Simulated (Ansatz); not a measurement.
What DFT gives for Ag

```
CELL_PARAMETERS angstrom
0.00000 2.09625 2.09625
2.09625 0.00000 2.09625
2.09625 2.09625 0.00000
ATOMIC_POSITIONS crystal
Ag 0.00000 0.00000 0.00000
```

Single point in Ansatz 0.2.0 with PBE, spin-orbit coupling. Cutoff 420 eV, PAW datasets, 10×10×10 Γ-centred k mesh, cold filling (width 0.0127 eV).

The state carries no moments; the state need not be the lowest.

Problem. What happens at the Fermi level?

Solution. It is a metal, with about 0.36 states/eV a cell as the mean within 0.25 eV of the Fermi level.

Problem. What does the stress say?

Solution. The pressure is -2.6 GPa (compression positive), so with the atoms held at these fractions the cell would first shrink.

Origin: a known structure type with other elements, at an estimated volume, so it need not be a known compound. Caveats: started without moments under time reversal, so no moment could form.
